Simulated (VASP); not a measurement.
Here is the system:

```
AlSb
1.0
    0.00000     3.17181     3.17181
    3.17181     0.00000     3.17181
    3.17181     3.17181     0.00000
Al Sb
1 1
Direct
  0.00000   0.00000   0.00000
  0.25000   0.25000   0.25000
```

Calculation: optB88-vdW, VASP's PBE PAW potentials (set 64) (plane waves; VASP). Numerical set-up: 520 eV cut-off, 7×7×7 Γ-centred mesh, Gaussian smearing of 0.050 eV, potentials Al Sb.

Unless said otherwise, spin-orbit coupling is left out, though it shifts the bands of the heavy elements here.

**Question.** What does the run give for the energy per atom (σ→0), pressure, band gap (on the k-mesh) with the smallest direct gap where there is one?

**Answer.** 
| Item | Value |
|---|---|
| band gap (on the k-mesh) | 0.81 eV |
| smallest direct gap (on the k-mesh) | 0.81 eV |
| energy per atom (σ→0) | -2.426 eV/atom |
| pressure | -2.56 GPa |

The absolute energy has meaning only against runs of the same code, potentials and settings.

The compound is AlSb in the zinc blende structure. This cell is one point of a volume scan, at 1.06 of the reference volume.
